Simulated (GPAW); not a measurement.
The system is CuI (Marshite).

```
CELL_PARAMETERS angstrom
0.00000 3.03150 3.03150
3.03150 0.00000 3.03150
3.03150 3.03150 0.00000
ATOMIC_POSITIONS crystal
I 0.00000 0.00000 0.00000
Cu 0.75000 0.75000 0.75000
```

Base run:

```yaml
Program: GPAW 26.7.0
Functional: optB88-vdW
Potentials_or_basis: GPAW PAW data sets (gpaw-data 1.2.1)
Cutoff: 600 eV
Basis: pw
k_mesh: 6 × 6 × 6
Occupations: fermi-dirac, width 0.05 eV
Spin: spin-orbit coupling, no magnetisation
```

Its results: band gap on the k mesh 1.00 eV, direct.

**Question.** The run is repeated on the same cell with these changes: functional from optB88-vdW to BEEF-vdW. What comes out?

**Answer.** Band gap on the k mesh 1.17 eV, direct.

Caveats: spin-orbit coupling was added after a scalar SCF, so levels and gaps hold it while energy, forces, pressure and moments don't; this program's spin-orbit splittings come out too wide for heavy elements.

Not every run made on this cell is shown here.
